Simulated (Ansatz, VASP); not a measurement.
Pd: VASP beside Ansatz

```
CELL_PARAMETERS angstrom
4.95760 0.00000 0.00000
0.00000 4.95760 0.00000
0.00000 0.00000 4.95760
ATOMIC_POSITIONS crystal
Pd 0.50000 0.50000 0.50000
Pd 0.00000 0.00000 0.00000
Pd 0.25000 0.00000 0.50000
Pd 0.50000 0.25000 0.00000
Pd 0.50000 0.75000 0.00000
Pd 0.75000 0.00000 0.50000
Pd 0.00000 0.50000 0.75000
Pd 0.00000 0.50000 0.25000
```

Alike in both runs: task single point; functional r2SCAN; k mesh 4 × 4 × 4; occupations gaussian, width 0.1 eV; no spin polarisation.

```csv
,VASP,Ansatz
version,VASP 6.6.1,Ansatz 0.2.0
potentials or method,"VASP PAW PBE potentials, release 64 (Pd)","scalar-relativistic, plane waves, PAW"
plane-wave cutoff (eV),520,500
valence electrons in the cell,80,144
```

Ansatz gave:

| Quantity | Value |
| --- | --- |
| gap on the k mesh at the Fermi level (eV) | none |
| pressure (GPa) | 1.3 |

**Question.** Which values does VASP return?

**Answer.** gap on the k mesh at the Fermi level (eV): none; pressure (GPa): 1.9.

A gap of «none» marks a metal or a gap that the smearing closes. The functional is the same, so the differences come from potentials, cutoffs and numerics. The two sets of potentials don't hold the same shells in valence.

Caveats: the PAW data sets were made with another functional, which shifts forces and pressure a little (VASP).
